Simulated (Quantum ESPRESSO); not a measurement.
Pb:

```
CELL_PARAMETERS angstrom
0.00000 2.47502 2.47502
2.47502 0.00000 2.47502
2.47502 2.47502 0.00000
ATOMIC_POSITIONS crystal
Pb 0.00000 0.00000 0.00000
```

Base run:

```yaml
Program: Quantum ESPRESSO 7.5
Functional: WC
Potentials_or_basis: PseudoDojo 0.4.1 SR PBE standard
Cutoff: 762 eV
Density_cutoff: 3048 eV
k_mesh: 9 × 9 × 9
Occupations: fermi-dirac, width 0.05 eV
Spin: no spin polarisation
```

Its results: band gap on the k mesh none (metal or under the smearing width); pressure -0.5 GPa.

Q: The run is repeated on the same cell with these changes: functional from WC to PBEint. What comes out?

A: Band gap on the k mesh none (metal or under the smearing width); pressure 0.1 GPa.

Caveats: the potentials were made for another functional, which shifts forces and pressure; spin-orbit coupling is left out, which moves the levels of the heavy elements.
